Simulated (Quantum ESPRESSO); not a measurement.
The system is TiSe.

```
Se Ti
1.0
     3.55900    0.00000    0.00000
    -1.77950    3.08218    0.00000
     0.00000    0.00000    6.22000
Se Ti
2 2
Direct
  0.66667 0.33333 0.75000
  0.33333 0.66667 0.25000
  0.00000 0.00000 0.50000
  0.00000 0.00000 0.00000
```

Base run:

- Program: Quantum ESPRESSO 7.5
- Functional: PBEsol
- Potentials or basis: GBRV 1.5 PBEsol
- Cutoff: 612 eV
- Density cutoff: 4898 eV
- k mesh: 9 × 9 × 5
- Occupations: fermi-dirac, width 0.05 eV
- Spin: no spin polarisation
- Hubbard terms: Ti d U = 1 eV

Its results: band gap on the k mesh none (metal or under the smearing width); pressure 0.7 GPa.

Problem. The run is repeated on the same cell with these changes: hubbard terms from Ti d U = 1 eV to Ti d U = 6 eV. What comes out?

Solution. Band gap on the k mesh none (metal or under the smearing width); pressure 9.2 GPa.

Caveats: U without spin polarisation on a metal has little footing.

Not every run made on this cell is shown here.
